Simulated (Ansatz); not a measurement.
zincblende-structured CaSe

Method: r²SCAN, scalar-relativistic; no spin polarisation; PAW, 500 eV, Γ-centred 6×6×6 mesh, 0.05 eV Gaussian smearing; code Ansatz. The datasets are Ansatz's generated set soft_2.

```xyz
2
Lattice="0.0000 3.2795 3.2795 3.2795 0.0000 3.2795 3.2795 3.2795 0.0000" Properties=species:S:1:pos:R:3 pbc="T T T"
Ca    0.0000    0.0000    0.0000
Se    1.6398    1.6398    1.6398
```

This is a trial structure: the heavier alkaline earths' oxides and chalcogenides take the rock-salt structure.

The run above is the reference. The same cell was run again with other input settings; several of them aren't fit for production, so the rows show the settings' effect and aren't properties of the material.

```tsv
keys changed	outcome	ΔE (meV/atom)	P (GPa)	gap on the mesh (eV)	cell moment (μB)	largest force component (eV/Å)	SCF iterations	rough core-seconds	new warnings
none (reference)	converged	0.0	0.0	3.70	–	0.000	–	–	–
scf.mixing.algorithm: "msr1"; scf.mixing.beta: 0.3; scf.mixing.ndim: 2; basis.ecutwfc: 500 → "51.4 Ry"	converged	-0.6	0.0	3.70	–	0.000	8	10	–
kpoints.mp_grid.grid: [6, 6, 6] → [3, 3, 3]; scf.mixing.algorithm: "anderson"; scf.mixing.beta: 0.05; scf.convergence.dr2_threshold: 1e-09	converged	5.6	0.0	3.71	–	0.000	16	5	stress scf threshold loose
scf.eigensolver.kind: "davidson"; hamiltonian.dispersion: "d3bjatm"	converged	–	-0.5	3.70	–	0.000	8	10	–
basis.ecutrho_ratio: 4 → 8; basis.ecutwfc: 500 → "600 eV"	converged	-0.3	0.0	3.70	–	0.000	6	10	–
hamiltonian.xc: "r2scan" → "rpbe"; scf.eigensolver.kind: "davidson"	converged	–	1.8	3.46	–	0.000	6	4	–
accuracy: "medium"; scf.eigensolver.kind: "davidson"	converged	0.0	0.0	3.70	–	0.000	8	8	–
scf.occupations.width: 0.05 → null; scf.occupations.method: "gaussian" → "tetrahedron_uncorrected"; scf.mixing.preconditioner: "kerker"	converged	0.0	0.0	3.70	–	0.000	8	8	band table not solved further
```

ΔE is the energy with the smearing extrapolated to zero. It is left out where the change alters the Hamiltonian or the spin treatment. The varied runs start from atomic densities (corrected by the program's trained start where that serves), with the default search for lower states unless a row changes it.

(1) What happens with these changes: scf.mixing.preconditioner: "kerker"; hamiltonian.xc: "r2scan" → "rpbe"?

Answer:

(1) outcome converged, P (GPa) 1.8, gap on the mesh (eV) 3.46, largest force component (eV/Å) 0.000, SCF iterations 8, rough core-seconds 3.

The pair part of a dispersion correction pulls inward (a three-body part mostly pushes out), and in metals and ionic crystals with large ions it often overbinds.

Of the reference: Semilocal functionals underestimate band gaps, commonly by a third or more.
